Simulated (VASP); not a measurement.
# SnS2 (P-3m1) in VASP: band structure with PBE

Aim: the band structure of SnS2 with PBE.

All numbers are computed with VASP 6.6.1; they aren't measurements. Logs are shortened: lines on timing, memory, paths and dates and some standing lists are left out, and cuts for length are marked.

**1. The crystal as given**

It takes space group P-3m1 (No. 164, trigonal). Conventional cell: a = 3.669 Å, b = 3.669 Å, c = 5.809 Å, α = 90.00°, β = 90.00°, γ = 120.00°. Sn (site symmetry -3m) has 6 S at 2.58 Å as nearest neighbours. Around S (site symmetry 3m) lie 3 Sn at 2.58 Å.

**2. Band structure, PBE**

The input, INCAR:

```
ALGO = Fast
EDIFF = 1E-6
ENCUT = 520
GGA = PE
ISIF = 2
ISMEAR = 0
LASPH = True
LCHARG = False
LREAL = False
LWAVE = False
NBANDS = 20
NELM = 80
PREC = Accurate
SIGMA = 0.02
```

The input, KPOINTS:

```
k-points
0
Gamma
  9 9 6
```

The input, POSCAR:

```
SnS2
1.0
    3.6692360000      0.0000000000      0.0000000000
   -1.8346180000      3.1776520000      0.0000000000
    0.0000000000      0.0000000000      5.8088000000
Sn S
1 2
Direct
    0.0000000000      0.0000000000      0.0000000000
    0.3333333000      0.6666667000      0.2545028000
    0.6666667000      0.3333333000      0.7454972000
```

The input, KPOINTS_OPT:

```
path GMKGALHA,LM,KH
20
line-mode
reciprocal
 0.0000000000  0.0000000000  0.0000000000  G
 0.5000000000  0.0000000000  0.0000000000  M

 0.5000000000  0.0000000000  0.0000000000  M
 0.3333333333  0.3333333333  0.0000000000  K

 0.3333333333  0.3333333333  0.0000000000  K
 0.0000000000  0.0000000000  0.0000000000  G

 0.0000000000  0.0000000000  0.0000000000  G
 0.0000000000  0.0000000000  0.5000000000  A

 0.0000000000  0.0000000000  0.5000000000  A
 0.5000000000  0.0000000000  0.5000000000  L

 0.5000000000  0.0000000000  0.5000000000  L
 0.3333333333  0.3333333333  0.5000000000  H

 0.3333333333  0.3333333333  0.5000000000  H
 0.0000000000  0.0000000000  0.5000000000  A

 0.5000000000  0.0000000000  0.5000000000  L
 0.5000000000  0.0000000000  0.0000000000  M

 0.3333333333  0.3333333333  0.0000000000  K
 0.3333333333  0.3333333333  0.5000000000  H
```

Potentials or basis: VASP PAW PBE potentials, release 64 (Sn_d, S).

Started as:

```sh
> cat potpaw_PBE.64/Sn_d/POTCAR potpaw_PBE.64/S/POTCAR > POTCAR
> mpirun -np 1 vasp_std > vasp.out
```

OUTCAR:

```text
EDIFF = 1E-6
   ENCUT = 520
   GGA = PE
   ISIF = 2
   ISMEAR = 0
   LASPH = True
   LREAL = False
   NELM = 80
   PREC = Accurate

 ion  position               nearest neighbor table
   1  0.000  0.000  0.000-   2 2.58   3 2.58   3 2.58   2 2.58   3 2.58   2 2.58
   2  0.333  0.667  0.255-   1 2.58   1 2.58   1 2.58
   3  0.667  0.333  0.745-   1 2.58   1 2.58   1 2.58

  LATTYP: Found a hexagonal cell.
 ALAT       =     3.6692360000
 C/A-ratio  =     1.5831088543

  Lattice vectors:

 A1 = (   3.6692360000,   0.0000000000,   0.0000000000)
 A2 = (  -1.8346180000,   3.1776520000,   0.0000000000)
 A3 = (   0.0000000000,   0.0000000000,   5.8088000000)

Analysis of symmetry for initial positions (statically):
=====================================================================
 Subroutine PRICEL returns:
 Original cell was already a primitive cell.

 Routine SETGRP: Setting up the symmetry group for a
 hexagonal supercell.

 Subroutine GETGRP returns: Found 12 space group operations
 (whereof 12 operations were pure point group operations)
 out of a pool of 24 trial point group operations.

The static configuration has the point symmetry D_3d.

Analysis of symmetry for dynamics (positions and initial velocities):
=====================================================================
 Subroutine PRICEL returns:
 Original cell was already a primitive cell.

 Routine SETGRP: Setting up the symmetry group for a
 hexagonal supercell.

 Subroutine GETGRP returns: Found 12 space group operations
 (whereof 12 operations were pure point group operations)
 out of a pool of 24 trial point group operations.

The dynamic configuration has the point symmetry D_3d.

 Subroutine INISYM returns: Found 12 space group operations
 (whereof 12 operations are pure point group operations),
 and found     1 'primitive' translations

----------------------------------------------------------------------------------------

                                     Primitive cell

  volume of cell :      67.7280

[... 83 lines left out ...]
   ICHARG =      2    charge: 1-file 2-atom 10-const
   ISPIN  =      1    spin polarized calculation?
   LNONCOLLINEAR =      F non collinear calculations
   LSORBIT =      F    spin-orbit coupling
   LASPH  =      T    aspherical Exc in radial PAW
   ENCUT  =  520.0 eV  38.22 Ry    6.18 a.u.   6.82  6.82 10.80*2*pi/ulx,y,z
   NELM   =     80;   NELMIN=  2; NELMDL= -5     # of ELM steps
   EDIFF  = 0.1E-05   stopping-criterion for ELM
   LREAL  =      F    real-space projection
   EDIFFG = 0.1E-04   stopping-criterion for IOM
   NSW    =      0    number of steps for IOM
   IBRION =     -1    ionic relax: 0-MD 1-quasi-New 2-CG
   NFREE  =      0    steps in history (QN), initial steepest desc. (CG)
   ISIF   =      2    stress and relaxation
   ISYM   =      2    0-nonsym 1-usesym 2-fastsym
   POTIM  = 0.5000    time-step for ionic-motion
   TEBEG  =    0.0;   TEEND  =   0.0 temperature during run
   PSTRESS=    0.0 pullay stress
   NELECT =      26.0000    total number of electrons
   NUPDOWN=      -1.0000    fix difference up-down
   EMIN   =  10.00;   EMAX   =-10.00  energy-range for DOS
   EFERMI =   0.00;   METHOD = LEGACY
   ISMEAR =     0;   SIGMA  =   0.02  broadening in eV -4-tet -1-fermi 0-gaus
   EFERMI_NEDOS =   21; number of points for ismear=-14 and -15
   IALGO  =     68    algorithm
   IMIX   =      4    mixing-type and parameters
     AMIX     =   0.40;   BMIX     =  1.00
     AMIX_MAG =   1.60;   BMIX_MAG =  1.00
  volume/ion in A,a.u.               =      22.58       152.35
  Fermi-wavevector in a.u.,A,eV,Ry     =   1.189807  2.248409 19.260957  1.415640
  Thomas-Fermi vector in A             =   2.325906
   LORBIT       =      0    0 simple, 1 ext, 2 COOP (PROOUT), +10 PAW based schemes
   GGA     = PE    functional components
   LHFCALC =     F    Hartree Fock is set to
   AEXX    =    0.0000 exact exchange contribution
   IVDW    =     0    specifies the selected vdW correction
   LEPSILON=     F    determine dielectric tensor
   LRPA    =     F    only Hartree local field effects (RPA)
 non-spin polarized calculation
 RMM-DIIS sequential band-by-band and
 Gauss-broadening in eV      SIGMA  =   0.02
  energy-cutoff  :      520.00
  volume of cell :       67.73
 maximum number of plane-waves:      1846
   NGX = 13   NGY = 13   NGZ = 21

 number of electron      26.0000010 magnetization

 Free energy of the ion-electron system (eV)
  ---------------------------------------------------
  ext. energy  EPLUGINS =         0.00000000
  ---------------------------------------------------
  free energy    TOTEN  =       -13.15426822 eV

  energy without entropy =      -13.15426822  energy(sigma->0) =      -13.15426822

 E-fermi :   4.9818     XC(G=0):  -9.6586

 val. band max:        4.8249714944   @ k =   0.0000   0.0000   0.0000
 cond. band min:       6.0758354855   @ k =   0.0000   0.4444   0.3333
 fundamental gap:      1.2508639910
 Fermi energy:         4.9817768661

 k-point     1 :       0.0000    0.0000    0.0000
  band No.  band energies     occupation
      1     -16.1979      2.00000
      2     -16.1979      2.00000
      3     -16.1591      2.00000
      4     -16.1330      2.00000
      5     -16.1330      2.00000
      6      -8.9776      2.00000
[... 541 lines left out ...]
     19      12.7501      0.00000
     20      14.9758      0.00000

 [... further k-points ...]

------------------------ aborting loop because EDIFF is reached ----------------------------------------

  FORCE on cell =-STRESS in cart. coord.  units (eV):
  Direction    XX          YY          ZZ          XY          YZ          ZX
  --------------------------------------------------------------------------------------
  -------------------------------------------------------------------------------------
  Total        0.9760114      0.9760116      1.0131612      0.0000000      0.0000000      0.0000000
  in kB       23.0885715     23.0885775     23.9673903      0.0000000      0.0000000      0.0000000
  external PRESSURE =      23.3815131 kB  Pullay stress =       0.0000000 kB

 VOLUME and BASIS-vectors are now :
 -----------------------------------------------------------------------------
  energy-cutoff  :      520.00
  volume of cell :       67.73
      direct lattice vectors                 reciprocal lattice vectors
     3.669236000  0.000000000  0.000000000     0.272536299  0.157348885  0.000000000
    -1.834618000  3.177652000  0.000000000     0.000000000  0.314697771  0.000000000
     0.000000000  0.000000000  5.808800000     0.000000000  0.000000000  0.172152596

 POSITION                                       TOTAL-FORCE (eV/Angst)
 -----------------------------------------------------------------------------------
      0.00000      0.00000      0.00000         0.000000      0.000000      0.000000
     -0.00000      2.11843      1.47836         0.000000      0.000000     -0.019089
      1.83462      1.05922      4.33044        -0.000000      0.000000      0.019089
 -----------------------------------------------------------------------------------
    total drift:                               -0.000000     -0.000000      0.000000

  FREE ENERGIE OF THE ION-ELECTRON SYSTEM (eV)
  ---------------------------------------------------
  free  energy   TOTEN  =       -13.1542682199 eV

  energy  without entropy=      -13.1542682199  energy(sigma->0) =      -13.15426822
```

OSZICAR:

```text
N       E                     dE             d eps       ncg     rms          rms(c)
DAV:   1     0.212483011787E+03    0.21248E+03   -0.12504E+04  2532   0.156E+03
DAV:   2     0.107670994501E+02   -0.20172E+03   -0.19372E+03  2648   0.402E+02
[... 32 lines left out ...]
DAV:   9    -0.100147460245E+05   -0.35711E-06     1928
       N       E                     dE             ncg
DAV:   1     0.897204333412E+04   -0.42219E+05     2332
DAV:   2    -0.219901334979E+04   -0.11171E+05     2412
DAV:   3    -0.352873438012E+04   -0.13297E+04     2720
DAV:   4    -0.357663332838E+04   -0.47899E+02     2768
DAV:   5    -0.357799039884E+04   -0.13571E+01     3140
DAV:   6    -0.357800956740E+04   -0.19169E-01     2892
DAV:   7    -0.357801027655E+04   -0.70915E-03     3236
DAV:   8    -0.357801028036E+04   -0.38020E-05     2400
DAV:   9    -0.357801028059E+04   -0.23787E-06     1800
```

stdout:

```text
POSCAR found type information on POSCAR SnS
 POSCAR found :  2 types and       3 ions
 scaLAPACK will be used
 LDA part: xc-table for (Slater+PW92), standard interpolation
 POSCAR, INCAR and KPOINTS ok, starting setup
 FFT: planning ... GRIDC
 FFT: planning ... GRID_SOFT
 FFT: planning ... GRID
 WAVECAR not read
 entering main loop
WARNING in EDDRMM: call to ZHEGV failed, returncode =   6  3     17
 Start KPOINTS_OPT (optional k-point list driver)
k-point batch [1-62\180]
k-point batch [63-124\180]
k-point batch [125-180\180]
```

Run time: 1.9 min. Hardware: 1 thread of Intel Xeon Platinum 8488C (Sapphire Rapids), shared host; peak memory 0.28 GiB.

What came out:

```
Free energy             : -13.1543 eV
Pressure                : 2.3 GPa
Largest force           : 0.019 eV/Å
Band gap on the k mesh  : 1.25 eV, indirect (least direct gap 1.74 eV)
Band gap along the path : 1.29 eV, indirect (least direct gap 1.74 eV)
```

Forces on the atoms (eV/Å):
```
Sn   0.000  0.000  0.000
S    0.000  0.000 -0.019
S    0.000  0.000  0.019
```

Stress tensor (GPa, compression positive):
```
2.31 0.00 0.00
0.00 2.31 0.00
0.00 0.00 2.40
```

Levels at the corners of the path, in eV from the valence-band top:
| point | band 10 | band 11 | band 12 | band 13 | band 14 | band 15 | band 16 | band 17 |
| --- | --- | --- | --- | --- | --- | --- | --- | --- |
| Γ | -0.74 | -0.50 | -0.50 | -0.01 | 1.72 | 3.52 | 5.31 | 5.31 |
| M | -2.86 | -2.62 | -1.19 | -0.37 | 1.62 | 4.35 | 5.80 | 5.91 |
| M | -2.86 | -2.62 | -1.19 | -0.37 | 1.62 | 4.35 | 5.80 | 5.91 |
| K | -3.56 | -3.22 | -1.57 | -1.57 | 1.80 | 6.85 | 6.85 | 7.55 |
| K | -3.56 | -3.22 | -1.57 | -1.57 | 1.80 | 6.85 | 6.85 | 7.55 |
| Γ | -0.74 | -0.50 | -0.50 | -0.01 | 1.72 | 3.52 | 5.31 | 5.31 |
| Γ | -0.74 | -0.50 | -0.50 | -0.01 | 1.72 | 3.52 | 5.31 | 5.31 |
| A | -0.84 | -0.84 | -0.33 | -0.33 | 2.96 | 3.59 | 5.01 | 5.01 |
| A | -0.84 | -0.84 | -0.33 | -0.33 | 2.96 | 3.59 | 5.01 | 5.01 |
| L | -2.43 | -1.85 | -0.84 | -0.79 | 1.37 | 4.58 | 5.43 | 6.37 |
| L | -2.43 | -1.85 | -0.84 | -0.79 | 1.37 | 4.58 | 5.43 | 6.37 |
| H | -4.15 | -3.65 | -0.38 | -0.38 | 2.91 | 5.21 | 5.21 | 6.88 |
| H | -4.15 | -3.65 | -0.38 | -0.38 | 2.91 | 5.21 | 5.21 | 6.88 |
| A | -0.84 | -0.84 | -0.33 | -0.33 | 2.96 | 3.59 | 5.01 | 5.01 |
| L | -2.43 | -1.85 | -0.84 | -0.79 | 1.37 | 4.58 | 5.43 | 6.37 |
| M | -2.86 | -2.62 | -1.19 | -0.37 | 1.62 | 4.35 | 5.80 | 5.91 |
| K | -3.56 | -3.22 | -1.57 | -1.57 | 1.80 | 6.85 | 6.85 | 7.55 |
| H | -4.15 | -3.65 | -0.38 | -0.38 | 2.91 | 5.21 | 5.21 | 6.88 |

Caveat: spin-orbit coupling is left out, which moves the levels of the heavy elements; this functional lacks dispersion, which binds the layers, so the pressure and a relaxed spacing across them are unreliable.
